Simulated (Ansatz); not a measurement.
# Li16AsS7: the cost of one run

Computed with Ansatz 0.2.0 (DFT, PBE, plane-wave PAW, default files, scalar-relativistic, as far as a step names no other, unless a step's input says otherwise).

**1. The structure to begin with**

The structure is cubic, space group Fm-3m (No. 225). Conventional cell: a = 11.341 Å, b = 11.341 Å, c = 11.341 Å, α = 90.00°, β = 90.00°, γ = 90.00°. Around Li (site symmetry 3m) lie 4 S at 2.46 Å. Around Li (site symmetry 3m) lie 1 As at 2.46 Å and 3 S at 2.46 Å. As (site symmetry m-3m) is surrounded by 8 Li at 2.46 Å. S (site symmetry mmm) has 8 Li at 2.46 Å as nearest neighbours. S (site symmetry m-3m) is surrounded by 8 Li at 2.46 Å.

Coordinates:

```cif
data_structure
_symmetry_space_group_name_H-M 'P 1'
_symmetry_Int_Tables_number 1
_cell_length_a 8.0191
_cell_length_b 8.0191
_cell_length_c 8.0191
_cell_angle_alpha 60.000
_cell_angle_beta 60.000
_cell_angle_gamma 60.000
_cell_volume 364.63
loop_
_atom_site_label
_atom_site_type_symbol
_atom_site_fract_x
_atom_site_fract_y
_atom_site_fract_z
_atom_site_occupancy
Li1 Li 0.37500 0.37500 0.37500 1
Li2 Li 0.37500 0.37500 0.87500 1
Li3 Li 0.37500 0.87500 0.37500 1
Li4 Li 0.37500 0.87500 0.87500 1
Li5 Li 0.87500 0.37500 0.37500 1
Li6 Li 0.87500 0.37500 0.87500 1
Li7 Li 0.87500 0.87500 0.37500 1
Li8 Li 0.87500 0.87500 0.87500 1
Li9 Li 0.12500 0.12500 0.12500 1
Li10 Li 0.12500 0.12500 0.62500 1
Li11 Li 0.12500 0.62500 0.12500 1
Li12 Li 0.12500 0.62500 0.62500 1
Li13 Li 0.62500 0.12500 0.12500 1
Li14 Li 0.62500 0.12500 0.62500 1
Li15 Li 0.62500 0.62500 0.12500 1
Li16 Li 0.62500 0.62500 0.62500 1
As1 As 0.00000 0.00000 0.00000 1
S1 S 0.00000 0.00000 0.50000 1
S2 S 0.00000 0.50000 0.00000 1
S3 S 0.00000 0.50000 0.50000 1
S4 S 0.50000 0.00000 0.00000 1
S5 S 0.50000 0.00000 0.50000 1
S6 S 0.50000 0.50000 0.00000 1
S7 S 0.50000 0.50000 0.50000 1
```

Atom 17 of the input is the impurity.

**2. First run, atoms as given**

File input.yaml:

```yaml
crystal:
  lattice:
    - [0.0, 5.6703356858, 5.6703356858]
    - [5.6703356858, 0.0, 5.6703356858]
    - [5.6703356858, 5.6703356858, 0.0]
  atoms:
    - { symbol: Li, position: [0.375, 0.375, 0.375] }
    - { symbol: Li, position: [0.375, 0.375, 0.875] }
    - { symbol: Li, position: [0.375, 0.875, 0.375] }
    - { symbol: Li, position: [0.375, 0.875, 0.875] }
    - { symbol: Li, position: [0.875, 0.375, 0.375] }
    - { symbol: Li, position: [0.875, 0.375, 0.875] }
    - { symbol: Li, position: [0.875, 0.875, 0.375] }
    - { symbol: Li, position: [0.875, 0.875, 0.875] }
    - { symbol: Li, position: [0.125, 0.125, 0.125] }
    - { symbol: Li, position: [0.125, 0.125, 0.625] }
    - { symbol: Li, position: [0.125, 0.625, 0.125] }
    - { symbol: Li, position: [0.125, 0.625, 0.625] }
    - { symbol: Li, position: [0.625, 0.125, 0.125] }
    - { symbol: Li, position: [0.625, 0.125, 0.625] }
    - { symbol: Li, position: [0.625, 0.625, 0.125] }
    - { symbol: Li, position: [0.625, 0.625, 0.625] }
    - { symbol: As, position: [0.0, 0.0, 0.0] }
    - { symbol: S, position: [0.0, 0.0, 0.5] }
    - { symbol: S, position: [0.0, 0.5, 0.0] }
    - { symbol: S, position: [0.0, 0.5, 0.5] }
    - { symbol: S, position: [0.5, 0.0, 0.0] }
    - { symbol: S, position: [0.5, 0.0, 0.5] }
    - { symbol: S, position: [0.5, 0.5, 0.0] }
    - { symbol: S, position: [0.5, 0.5, 0.5] }
total_charge: -1
kpoints:
  mp_grid: { grid: [3, 3, 3] }
scf:
  occupations: { method: fermi_dirac, width: 0.01 }
hamiltonian:
  xc: pbe
  pseudopotentials: { kind: paw }
output:
  forces: true
  stress: true
  populations: true
  efg:
    quadrupole_moments_barn: { Li: -0.0401, As: 0.311, S: -0.0694 }
    contact_densities: true
```

Launch:

```
> ansatz run input.yaml --threads 1 --pin off --max-ram 2560MiB --backend cpu --events-out ev --progress --plain --runs-dir out
```

**Question.** How long does this run take on 1 thread of Arm Neoverse V1, shared host, and how much memory does it need?

About 17 s, with a peak of 0.64 GiB.
